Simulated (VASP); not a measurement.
A VASP 6.6.1 single-point calculation on LiH

INCAR

```
LASPH = .TRUE.
NELECT = 3.98
LCHARG = .FALSE.
NELM = 96
GGA = PE
IBRION = -1
LREAL = .FALSE.
EDIFF = 1E-7
ISMEAR = -1
ISIF = 2
NBANDS = 9
LWAVE = .FALSE.
SIGMA = 0.02
ENCUT = 520
PREC = Accurate
ALGO = All
NSW = 0
```

KPOINTS

```
KPOINTS created by Atomic Simulation Environment
0
Gamma
2 2 2
0 0 0
```

POSCAR

```
Li H
 1.0000000000000000
    -0.0552000000000000    2.0379000000000000    2.2429999999999999
     2.0872999999999999   -0.0247000000000000    2.2124000000000001
     2.0688000000000000    1.9890000000000001   -0.0063000000000000
 Li  H
   1   1
Cartesian
  2.0621646800000000  3.9356918600000004  2.3437087899999995
  1.1509024800000001  1.1653888800000001  1.1045651900000002
```

The recommended PBE PAW datasets give the neutral cell 4 valence electrons.

Command

```
mpirun -np 1 vasp_std
```

**Question.** Predict the outcome of this run.

**Answer.** It converged. Results: pressure 2.7 GPa; largest force 1.18 eV/Å.

OSZICAR

```
N       E                     dE             d eps       ncg     rms           ort
DAV:   1    -0.158796080506E+01   -0.15880E+01   -0.23002E+03    72   0.467E+02
DAV:   2    -0.592144711752E+01   -0.43335E+01   -0.43090E+01    72   0.494E+01
DAV:   3    -0.599690942943E+01   -0.75462E-01   -0.75338E-01    72   0.623E+00
DAV:   4    -0.599760353825E+01   -0.69411E-03   -0.69386E-03    72   0.512E-01
DAV:   5    -0.599761003919E+01   -0.65009E-05   -0.65006E-05    72   0.461E-02
SDA:   6    -0.543159189914E+01    0.56602E+00   -0.65006E-05    72   0.301E+00   0.000E+00
CGA:   7    -0.559135383996E+01   -0.15976E+00   -0.15757E+00    72   0.210E-01   0.841E-02
CGA:   8    -0.560277296825E+01   -0.11419E-01   -0.11381E-01    72   0.516E-02   0.830E-04
CGA:   9    -0.560426790872E+01   -0.14949E-02   -0.14948E-02    72   0.479E-03   0.381E-05
CGA:  10    -0.560441001188E+01   -0.14210E-03   -0.14207E-03    72   0.655E-04   0.992E-06
CGA:  11    -0.560443355831E+01   -0.23546E-04   -0.23452E-04    72   0.760E-05   0.105E-05
CGA:  12    -0.560443705244E+01   -0.34941E-05   -0.33615E-05    72   0.196E-05   0.835E-06
CGA:  13    -0.560443797141E+01   -0.91897E-06   -0.86958E-06    72   0.409E-06   0.464E-06
SDA:  14    -0.560443812185E+01   -0.15044E-06   -0.15113E-06    72   0.682E-07   0.142E-06
SDA:  15    -0.560443814003E+01   -0.18180E-07   -0.19012E-07    72   0.229E-07   0.356E-07
   1 F= -.56044381E+01 E0= -.56037412E+01  d E =-.139385E-02
```

The cell is charged and sits in a uniform background.

For comparison, a separate PBE run of the intended cell, on usual settings and not on those above, gives a gap of 3.36 eV on its mesh and a pressure of 2.4 GPa.
